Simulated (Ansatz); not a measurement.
# NbN (Fm-3m): one cell, many starting occupations (series 2)

How far apart do the states of NbN (Fm-3m) lie when only the starting occupations change? Cell and atoms stay fixed.

Computed with Ansatz 0.2.0 (DFT r²SCAN without U, plane waves, PAW, unless a step's input says otherwise).

## (1) Starting point

It takes space group Fm-3m (No. 225, cubic). The conventional cell has a = 4.389 Å, b = 4.389 Å, c = 4.389 Å, α = 90.00°, β = 90.00°, γ = 90.00°. Nb (site symmetry m-3m) has 6 N at 2.19 Å as nearest neighbours. N (site symmetry m-3m) is surrounded by 6 Nb at 2.19 Å.

Structure file:

```cif
data_structure
_symmetry_space_group_name_H-M 'P 1'
_symmetry_Int_Tables_number 1
_cell_length_a 3.1035
_cell_length_b 3.1035
_cell_length_c 6.2070
_cell_angle_alpha 60.000
_cell_angle_beta 60.000
_cell_angle_gamma 60.000
_cell_volume 42.27
loop_
_atom_site_label
_atom_site_type_symbol
_atom_site_fract_x
_atom_site_fract_y
_atom_site_fract_z
_atom_site_occupancy
Nb1 Nb 0.50000 0.50000 0.25000 1
N1 N 0.00000 0.00000 0.00000 1
Nb2 Nb 0.50000 0.50000 0.75000 1
N2 N 0.00000 0.00000 0.50000 1
```

Magnetic order typed: antiferromagnetic, doubled cell 0 0 1/2.

The runs: random orbitals: single harmonics, second filling; random orbitals: fully mixed, first filling; random orbitals: single harmonics, first filling; random orbitals: fully mixed, one electron fewer; random orbitals: drawn by pairs, first filling.

An earlier series on this cell reached its lowest free state from «from atoms, default search», perhaps among other starts (it ended without moments).

## (2) Random orbitals: single harmonics, second filling

input.yaml reads:

```yaml
crystal:
  lattice:
    - [0.0, 2.19450073, 2.19450073]
    - [2.19450073, 0.0, 2.19450073]
    - [4.38900146, 4.38900146, 0.0]
  atoms:
    - { symbol: Nb, position: [0.5, 0.5, 0.25], spin: 0.3 }
    - { symbol: "N", position: [0.0, 0.0, 0.0] }
    - { symbol: Nb, position: [0.5, 0.5, 0.75], spin: -0.3 }
    - { symbol: "N", position: [0.0, 0.0, 0.5] }
basis:
  ecutwfc: 500
  ecutrho_ratio: 4
kpoints:
  mp_grid: { grid: [7, 7, 7] }
hamiltonian:
  xc: r2scan
  hubbard:
    sites:
      - { site: 0, l: d, u_eff: 0.0, starting_ns: [{ spin: up, occupation_matrix: s0up }, { spin: down, occupation_matrix: s0down }] }
      - { site: 2, l: d, u_eff: 0.0, starting_ns: [{ spin: up, occupation_matrix: s2up }, { spin: down, occupation_matrix: s2down }] }
    occupation_matrices:
      s0up:
        matrix:
          - [0.02, 0.0, 0.0, 0.0, 0.0]
          - [0.0, 0.02, 0.0, 0.0, 0.0]
          - [0.0, 0.0, 0.97, 0.0, 0.0]
          - [0.0, 0.0, 0.0, 0.02, 0.0]
          - [0.0, 0.0, 0.0, 0.0, 0.02]
      s0down:
        matrix:
          - [0.02, 0.0, 0.0, 0.0, 0.0]
          - [0.0, 0.02, 0.0, 0.0, 0.0]
          - [0.0, 0.0, 0.97, 0.0, 0.0]
          - [0.0, 0.0, 0.0, 0.02, 0.0]
          - [0.0, 0.0, 0.0, 0.0, 0.02]
      s2up:
        matrix:
          - [0.02, 0.0, 0.0, 0.0, 0.0]
          - [0.0, 0.02, 0.0, 0.0, 0.0]
          - [0.0, 0.0, 0.97, 0.0, 0.0]
          - [0.0, 0.0, 0.0, 0.02, 0.0]
          - [0.0, 0.0, 0.0, 0.0, 0.02]
      s2down:
        matrix:
          - [0.02, 0.0, 0.0, 0.0, 0.0]
          - [0.0, 0.97, 0.0, 0.0, 0.0]
          - [0.0, 0.0, 0.02, 0.0, 0.0]
          - [0.0, 0.0, 0.0, 0.02, 0.0]
          - [0.0, 0.0, 0.0, 0.0, 0.02]
    ns_hold: { iters: 12 }
scf:
  occupations: { method: gaussian, width: 0.05 }
  lower_state_search: "off"
  max_iter: 150
output:
  forces: true
  stress: true
  eigenvalues: true
  populations: true
  hubbard: { sites: [{ site: 0, l: d }, { site: 2, l: d }] }
magnetization:
  spin_polarized: true
```

The typed matrices put 0.97 on the chosen orbitals and 0.02 on the others, and are held for 12 cycles.

The run is started by

```console
$ ansatz run input.yaml --threads 4 --pin off --max-ram 6144MiB --backend cpu --events-out ev --progress --plain --runs-dir out
```

What it wrote, cut to the lines that bear on the results:

```text
Warning: crystal.symmetry: narrowed to the stabiliser of the occupation matrices — unitary ops 12 → 2, anti-unitary 12 → 0; lowered by the specified shells (site 0, l: d), (site 2, l: d); largest admitted image defect 4.4e-16, smallest excluded 9.5e-1 — at a splitting's scale: the group [...]
Warning: RAYON_NUM_THREADS=4 ignored (pool sized by the plan → 4); use --threads N
Nb: projections on atomic orbitals take those of the free atom [Ar 3d10] 4s2 4p6 4d4 5s1, of charge +0.00 (hamiltonian.pseudopotentials.projection_atoms); the dataset's partial waves leave at most 4.9e-6 of an orbital's norm unspanned inside its sphere
N: projections on atomic orbitals take those of the free atom [He] 2s2 2p3, of charge +0.00 (hamiltonian.pseudopotentials.projection_atoms); the dataset's partial waves leave at most 9.3e-9 of an orbital's norm unspanned inside its sphere
[...]
Pseudopotentials: kind: paw
Pseudopotential: Nb, paw, valence charge 13, recommended cutoff 500 eV (meta_gga), Nb.paw.azcp
Pseudopotential: N, paw, valence charge 5, recommended cutoff 500 eV (meta_gga), N.paw.azcp
Functional definition: r2SCAN
[...]
Crystal: 4 atoms, lattice volume = 42.273 Å³
Basis set: ecut = 500 eV, 1081 PW (Γ), exchange–correlation on 96×96×192 points (64 copies of the dense FFT grid, shifted against one another)
Bands: 23, of which v1, the nominal top of the filled ones, is band 18 counted from 1 (17 counted from 0)
Symmetry: 2 space group operations
k-points: 172 of 343
[...]
Starting moments: Σ|m| = 0.6 μB on 2 of 4 sites
[...]
SCF iter   1: F=—  HF=-9876.848998 eV  |F-HF|=—  |Δ(HF+E_count)|=         —  Δρ=1.20e-1 (↑1.20e-1 ↓1.19e-1)  dr2=2.37e1  dr2_τ=7.25e-1  dr2_m=5.07e-1  M=0.000 μB ∫|m|=1.141 μB  β_m=0.30  ethr=3.10e-3  ⟨swp⟩=5.8  Hψ=37176  notcnv=0
[...]
WARN: the starting moments were not kept: the SCF closed with an absolute magnetisation of 1.0e-4 μB, where they sum to 0.6 μB in size (2 sites). That is at most 0.1 of that sum. Measured as dr2_m measures the in/out step, that magnetisation stands 1.2e-9 eV from none, at or under the [...]
WARN: hamiltonian.hubbard: on 4 of 4 specified blocks the occupation matrix of this SCF's result fails the test of the specified filling. At site 0 ↑ (sites count from 0 in the list of atoms of the cell that this SCF solves) the least filled combination of the orbitals specified full has [...]
  atom   4  N     -0.00000081     0.00000010     0.00000029
[...]
--- Stress (GPa, compression-positive) ---
        5.089844      -0.246640       0.246640
       -0.246640       5.089846       0.246637
        0.246640       0.246637       5.089857
  P = ⅓ Tr σ = 5.0898 GPa (50.898 kbar)
--- Band table (eV; the first three rows and the last of 344) ---
[... band rows left out ...]
[...]
Occupation matrices written to <dir>
--- Löwdin populations: 4 sites ---
  site symbol       q [e]    m [muB]
     0     Nb     12.2580    -0.0001
     1      N      5.6761    -0.0000
     2     Nb     12.2580    -0.0000
     3      N      5.6761    -0.0000
  spilling = 0.003660 (of n_electrons = 36.000000)
--- Occupation matrices: 2 shells (run DFT+U table (all-electron-ortho-atomic); ε = 2.00e-2, provisional) ---
  Nb0 d_4D: site group Oh (m-3m); on the run's cell D3d (-3m)
  Nb0 d_4D up     Tr n = 1.9558  λ = 0.315 0.315 0.441 0.441 0.444  [2× z2 0.50 (Eg 1.00) Eg(1.00)/Eg(1.00) | 3× xz 0.33 (T2g 1.00) T2g(1.00)/Eg(0.67)]
  Nb0 d_4D dn     Tr n = 1.9559  λ = 0.315 0.315 0.441 0.441 0.444  [2× z2 0.50 (Eg 1.00) Eg(1.00)/Eg(1.00) | 3× xz 0.33 (T2g 1.00) T2g(1.00)/Eg(0.67)]
  specified occupation → Nb0 d_4D up: matrix, ‖Δ‖_F = 0.8993, Tr Δ = -0.9058, displaced = 0.9808, d_λ = 0.8976; orbital distance = 0.8165
  specified occupation → Nb0 d_4D dn: matrix, ‖Δ‖_F = 0.8993, Tr Δ = -0.9059, displaced = 0.9808, d_λ = 0.8976; orbital distance = 0.8165
  Nb2 d_4D: site group Oh (m-3m); on the run's cell D3d (-3m)
  Nb2 d_4D up     Tr n = 1.9558  λ = 0.315 0.315 0.441 0.441 0.444  [2× z2 0.50 (Eg 1.00) Eg(1.00)/Eg(1.00) | 3× xz 0.33 (T2g 1.00) T2g(1.00)/Eg(0.67)]
  Nb2 d_4D dn     Tr n = 1.9559  λ = 0.315 0.315 0.441 0.441 0.444  [2× z2 0.50 (Eg 1.00) Eg(1.00)/Eg(1.00) | 3× xz 0.33 (T2g 1.00) T2g(1.00)/Eg(0.67)]
  specified occupation → Nb2 d_4D up: matrix, ‖Δ‖_F = 0.8993, Tr Δ = -0.9058, displaced = 0.9808, d_λ = 0.8976; orbital distance = 0.8165
  specified occupation → Nb2 d_4D dn: matrix, ‖Δ‖_F = 0.8993, Tr Δ = -0.9059, displaced = 0.9808, d_λ = 0.8976; orbital distance = 0.8165
  Tr n, λ and their labels are of the run-group-symmetrised matrices; stabiliser: 48 of 48 elements of G0×{1,Θ} (closed), max defect 4.1e-5 at τ = 4.2e-3
```

Wall time 56 s (4 threads of Intel Xeon Platinum 8488C (Sapphire Rapids), shared host); peak memory 0.93 GiB.

It ends with no gap, pressure 5.1 GPa, no moment over 0.05 μB in any sphere, largest force component 0.00 eV/Å, 2 symmetry operations imposed. The program reports that the typed filling wasn't kept.

How the shells are filled (orbitals counted by the eigenvalues of the occupation matrices):

| shell | channel | electrons | over 0.8 | 0.2 to 0.8 | under 0.2 |
| --- | --- | --- | --- | --- | --- |
| Nb 4d (atom 1) | up | 1.96 | 0 | 5 | 0 |
| Nb 4d (atom 1) | down | 1.96 | 0 | 5 | 0 |

## (3) Random orbitals: fully mixed, first filling

input.yaml reads:

```yaml
crystal:
  lattice:
    - [0.0, 2.19450073, 2.19450073]
    - [2.19450073, 0.0, 2.19450073]
    - [4.38900146, 4.38900146, 0.0]
  atoms:
    - { symbol: Nb, position: [0.5, 0.5, 0.25], spin: 2.0 }
    - { symbol: "N", position: [0.0, 0.0, 0.0] }
    - { symbol: Nb, position: [0.5, 0.5, 0.75], spin: -2.0 }
    - { symbol: "N", position: [0.0, 0.0, 0.5] }
basis:
  ecutwfc: 500
  ecutrho_ratio: 4
kpoints:
  mp_grid: { grid: [7, 7, 7] }
hamiltonian:
  xc: r2scan
  hubbard:
    sites:
      - { site: 0, l: d, u_eff: 0.0, starting_ns: [{ spin: up, occupation_matrix: s0up }, { spin: down, occupation_matrix: s0down }] }
      - { site: 2, l: d, u_eff: 0.0, starting_ns: [{ spin: up, occupation_matrix: s2up }, { spin: down, occupation_matrix: s2down }] }
    occupation_matrices:
      s0up:
        matrix:
          - [0.52742, 0.35018, -0.10101, 0.17191, 0.24938]
          - [0.35018, 0.33472, -0.17163, 0.21535, -0.03843]
          - [-0.10101, -0.17163, 0.18231, -0.16915, 0.24408]
          - [0.17191, 0.21535, -0.16915, 0.20627, -0.19422]
          - [0.24938, -0.03843, 0.24408, -0.19422, 0.74929]
      s0down:
        matrix:
          - [0.02, 0.0, 0.0, 0.0, 0.0]
          - [0.0, 0.02, 0.0, 0.0, 0.0]
          - [0.0, 0.0, 0.02, 0.0, 0.0]
          - [0.0, 0.0, 0.0, 0.02, 0.0]
          - [0.0, 0.0, 0.0, 0.0, 0.02]
      s2up:
        matrix:
          - [0.02, 0.0, 0.0, 0.0, 0.0]
          - [0.0, 0.02, 0.0, 0.0, 0.0]
          - [0.0, 0.0, 0.02, 0.0, 0.0]
          - [0.0, 0.0, 0.0, 0.02, 0.0]
          - [0.0, 0.0, 0.0, 0.0, 0.02]
      s2down:
        matrix:
          - [0.79441, 0.15901, 0.33142, -0.01188, 0.02668]
          - [0.15901, 0.2618, -0.06488, -0.13145, 0.3528]
          - [0.33142, -0.06488, 0.24632, 0.07691, -0.20933]
          - [-0.01188, -0.13145, 0.07691, 0.09976, -0.21465]
          - [0.02668, 0.3528, -0.20933, -0.21465, 0.59771]
    ns_hold: until_converged
scf:
  occupations: { method: gaussian, width: 0.05 }
  lower_state_search: "off"
  max_iter: 150
output:
  forces: true
  stress: true
  eigenvalues: true
  populations: true
  hubbard: { sites: [{ site: 0, l: d }, { site: 2, l: d }] }
magnetization:
  spin_polarized: true
```

The typed matrices are held until the SCF converges, then released.

The run is started by

```console
$ ansatz run input.yaml --threads 4 --pin off --max-ram 6144MiB --backend cpu --events-out ev --progress --plain --runs-dir out
```

What it wrote, cut to the lines that bear on the results:

```text
Warning: crystal.symmetry: narrowed to the stabiliser of the occupation matrices — unitary ops 12 → 2, anti-unitary 12 → 0; lowered by the specified shells (site 0, l: d), (site 2, l: d); largest admitted image defect 2.2e-16, smallest excluded 4.1e-1 — at a splitting's scale: the group [...]
Warning: RAYON_NUM_THREADS=4 ignored (pool sized by the plan → 4); use --threads N
Nb: projections on atomic orbitals take those of the free atom [Ar 3d10] 4s2 4p6 4d4 5s1, of charge +0.00 (hamiltonian.pseudopotentials.projection_atoms); the dataset's partial waves leave at most 4.9e-6 of an orbital's norm unspanned inside its sphere
N: projections on atomic orbitals take those of the free atom [He] 2s2 2p3, of charge +0.00 (hamiltonian.pseudopotentials.projection_atoms); the dataset's partial waves leave at most 9.3e-9 of an orbital's norm unspanned inside its sphere
[...]
[... 4 set-up lines as earlier in the session ...]
[...]
Crystal: 4 atoms, lattice volume = 42.273 Å³
Basis set: ecut = 500 eV, 1081 PW (Γ), exchange–correlation on 96×96×192 points (64 copies of the dense FFT grid, shifted against one another)
[...]
WARN: the starting moments were not kept: the SCF closed with an absolute magnetisation of 7.9e-5 μB, where they sum to 4 μB in size (2 sites). That is at most 0.1 of that sum. Measured as dr2_m measures the in/out step, that magnetisation stands 8.4e-10 eV from none, at or under the [...]
WARN: hamiltonian.hubbard: on 2 of 4 specified blocks the occupation matrix of this SCF's result fails the test of the specified filling. At site 0 ↑ (sites count from 0 in the list of atoms of the cell that this SCF solves) the least filled combination of the orbitals specified full has [...]
  spilling = 0.003660 (of n_electrons = 36.000000)
--- Occupation matrices: 2 shells (run DFT+U table (all-electron-ortho-atomic); ε = 2.00e-2, provisional) ---
  Nb0 d_4D: site group Oh (m-3m); on the run's cell D3d (-3m)
  Nb0 d_4D up     Tr n = 1.9558  λ = 0.315 0.315 0.441 0.441 0.444  [2× z2 0.50 (Eg 1.00) Eg(1.00)/Eg(1.00) | 3× xz 0.33 (T2g 1.00) T2g(1.00)/Eg(0.67)]
  Nb0 d_4D dn     Tr n = 1.9559  λ = 0.315 0.315 0.441 0.441 0.444  [2× z2 0.50 (Eg 1.00) Eg(1.00)/Eg(1.00) | 3× xz 0.33 (T2g 1.00) T2g(1.00)/Eg(0.67)]
  specified occupation → Nb0 d_4D up: matrix, ‖Δ‖_F = 1.0421, Tr Δ = +0.0442, displaced = 1.1325, d_λ = 0.9527; orbital distance = 1.2808
  specified occupation → Nb0 d_4D dn: matrix, ‖Δ‖_F = 0.8416, Tr Δ = -1.8559, displaced = 0.9279, d_λ = 0.8416; orbital distance = 0.0000
  Nb2 d_4D: site group Oh (m-3m); on the run's cell D3d (-3m)
  Nb2 d_4D up     Tr n = 1.9558  λ = 0.315 0.315 0.441 0.441 0.444  [2× z2 0.50 (Eg 1.00) Eg(1.00)/Eg(1.00) | 3× xz 0.33 (T2g 1.00) T2g(1.00)/Eg(0.67)]
  Nb2 d_4D dn     Tr n = 1.9559  λ = 0.315 0.315 0.441 0.441 0.444  [2× z2 0.50 (Eg 1.00) Eg(1.00)/Eg(1.00) | 3× xz 0.33 (T2g 1.00) T2g(1.00)/Eg(0.67)]
  specified occupation → Nb2 d_4D up: matrix, ‖Δ‖_F = 0.8416, Tr Δ = -1.8558, displaced = 0.9279, d_λ = 0.8416; orbital distance = 0.0000
  specified occupation → Nb2 d_4D dn: matrix, ‖Δ‖_F = 1.0614, Tr Δ = +0.0441, displaced = 1.1520, d_λ = 0.9527; orbital distance = 1.3658
  Tr n, λ and their labels are of the run-group-symmetrised matrices; stabiliser: 48 of 48 elements of G0×{1,Θ} (closed), max defect 3.6e-5 at τ = 4.2e-3
```

Wall time 50 s (4 threads of Intel Xeon Platinum 8488C (Sapphire Rapids), shared host); peak memory 0.94 GiB.

End state: no gap, pressure 5.1 GPa, no moment over 0.05 μB in any sphere, largest force component 0.00 eV/Å, 2 symmetry operations imposed. The program reports that the typed filling wasn't kept.

The shells' filling, with natural orbitals sorted by occupation:

| shell | channel | electrons | over 0.8 | 0.2 to 0.8 | under 0.2 |
| --- | --- | --- | --- | --- | --- |
| Nb 4d (atom 1) | up | 1.96 | 0 | 5 | 0 |
| Nb 4d (atom 1) | down | 1.96 | 0 | 5 | 0 |

## (4) Random orbitals: single harmonics, first filling

Edit input.yaml of step 3 so:

```diff
@@ -24,7 +24,7 @@
         matrix:
-          - [0.52742, 0.35018, -0.10101, 0.17191, 0.24938]
-          - [0.35018, 0.33472, -0.17163, 0.21535, -0.03843]
-          - [-0.10101, -0.17163, 0.18231, -0.16915, 0.24408]
-          - [0.17191, 0.21535, -0.16915, 0.20627, -0.19422]
-          - [0.24938, -0.03843, 0.24408, -0.19422, 0.74929]
+          - [0.97, 0.0, 0.0, 0.0, 0.0]
+          - [0.0, 0.02, 0.0, 0.0, 0.0]
+          - [0.0, 0.0, 0.02, 0.0, 0.0]
+          - [0.0, 0.0, 0.0, 0.97, 0.0]
+          - [0.0, 0.0, 0.0, 0.0, 0.02]
       s0down:
@@ -45,8 +45,8 @@
         matrix:
-          - [0.79441, 0.15901, 0.33142, -0.01188, 0.02668]
-          - [0.15901, 0.2618, -0.06488, -0.13145, 0.3528]
-          - [0.33142, -0.06488, 0.24632, 0.07691, -0.20933]
-          - [-0.01188, -0.13145, 0.07691, 0.09976, -0.21465]
-          - [0.02668, 0.3528, -0.20933, -0.21465, 0.59771]
-    ns_hold: until_converged
+          - [0.97, 0.0, 0.0, 0.0, 0.0]
+          - [0.0, 0.02, 0.0, 0.0, 0.0]
+          - [0.0, 0.0, 0.02, 0.0, 0.0]
+          - [0.0, 0.0, 0.0, 0.97, 0.0]
+          - [0.0, 0.0, 0.0, 0.0, 0.02]
+    ns_hold: { iters: 12 }
 scf:
```

The typed matrices put 0.97 on the chosen orbitals and 0.02 on the others, and are held for 12 cycles.

The run is started by

```console
$ ansatz run input.yaml --threads 4 --pin off --max-ram 6144MiB --backend cpu --events-out ev --progress --plain --runs-dir out
```

What it wrote, cut to the lines that bear on the results:

```text
Warning: RAYON_NUM_THREADS=4 ignored (pool sized by the plan → 4); use --threads N
Nb: projections on atomic orbitals take those of the free atom [Ar 3d10] 4s2 4p6 4d4 5s1, of charge +0.00 (hamiltonian.pseudopotentials.projection_atoms); the dataset's partial waves leave at most 4.9e-6 of an orbital's norm unspanned inside its sphere
N: projections on atomic orbitals take those of the free atom [He] 2s2 2p3, of charge +0.00 (hamiltonian.pseudopotentials.projection_atoms); the dataset's partial waves leave at most 9.3e-9 of an orbital's norm unspanned inside its sphere
[...]
[... 4 set-up lines as earlier in the session ...]
[...]
Crystal: 4 atoms, lattice volume = 42.273 Å³
Basis set: ecut = 500 eV, 1081 PW (Γ), exchange–correlation on 96×96×192 points (64 copies of the dense FFT grid, shifted against one another)
Bands: 24, of which v1, the nominal top of the filled ones, is band 18 counted from 1 (17 counted from 0)
Symmetry: 12 space group operations
[...]
WARN: the starting moments were not kept: the SCF closed with an absolute magnetisation of 9.1e-6 μB, where they sum to 4 μB in size (2 sites). That is at most 0.1 of that sum. Measured as dr2_m measures the in/out step, that magnetisation stands 1.1e-11 eV from none, at or under the [...]
WARN: hamiltonian.hubbard: on 2 of 4 specified blocks the occupation matrix of this SCF's result fails the test of the specified filling. At site 0 ↑ (sites count from 0 in the list of atoms of the cell that this SCF solves) the least filled combination of the orbitals specified full has [...]
  Nb0 d_4D: site group Oh (m-3m); on the run's cell D3d (-3m)
  Nb0 d_4D up     Tr n = 1.9559  λ = 0.315 0.315 0.441 0.441 0.444  [2× z2 0.50 (Eg 1.00) Eg(1.00)/Eg(1.00) | 3× xz 0.33 (T2g 1.00) T2g(1.00)/Eg(0.67)]
  Nb0 d_4D dn     Tr n = 1.9559  λ = 0.315 0.315 0.441 0.441 0.444  [2× z2 0.50 (Eg 1.00) Eg(1.00)/Eg(1.00) | 3× xz 0.33 (T2g 1.00) T2g(1.00)/Eg(0.67)]
  specified occupation → Nb0 d_4D up: matrix, ‖Δ‖_F = 1.1804, Tr Δ = +0.0441, displaced = 1.2885, d_λ = 0.9527; orbital distance = 1.8257
  specified occupation → Nb0 d_4D dn: matrix, ‖Δ‖_F = 0.8416, Tr Δ = -1.8559, displaced = 0.9279, d_λ = 0.8416; orbital distance = 0.0000
  Nb2 d_4D: site group Oh (m-3m); on the run's cell D3d (-3m)
  Nb2 d_4D up     Tr n = 1.9559  λ = 0.315 0.315 0.441 0.441 0.444  [2× z2 0.50 (Eg 1.00) Eg(1.00)/Eg(1.00) | 3× xz 0.33 (T2g 1.00) T2g(1.00)/Eg(0.67)]
  Nb2 d_4D dn     Tr n = 1.9559  λ = 0.315 0.315 0.441 0.441 0.444  [2× z2 0.50 (Eg 1.00) Eg(1.00)/Eg(1.00) | 3× xz 0.33 (T2g 1.00) T2g(1.00)/Eg(0.67)]
  specified occupation → Nb2 d_4D up: matrix, ‖Δ‖_F = 0.8416, Tr Δ = -1.8559, displaced = 0.9279, d_λ = 0.8416; orbital distance = 0.0000
  specified occupation → Nb2 d_4D dn: matrix, ‖Δ‖_F = 1.1804, Tr Δ = +0.0441, displaced = 1.2885, d_λ = 0.9527; orbital distance = 1.8257
  Tr n, λ and their labels are of the run-group-symmetrised matrices; stabiliser: 48 of 48 elements of G0×{1,Θ} (closed), max defect 3.6e-6 at τ = 4.2e-3
```

Run time: 7.1 s. Hardware: 4 threads of Intel Xeon Platinum 8488C (Sapphire Rapids), shared host; peak memory 0.63 GiB.

It ends with no gap, pressure 5.1 GPa, no moment over 0.05 μB in any sphere, largest force component 0.00 eV/Å, 12 symmetry operations imposed. The program reports that the typed filling wasn't kept.

The shells' filling, with natural orbitals sorted by occupation:

| shell | channel | electrons | over 0.8 | 0.2 to 0.8 | under 0.2 |
| --- | --- | --- | --- | --- | --- |
| Nb 4d (atom 1) | up | 1.96 | 0 | 5 | 0 |
| Nb 4d (atom 1) | down | 1.96 | 0 | 5 | 0 |

(Part 1 of 2 ends here.)
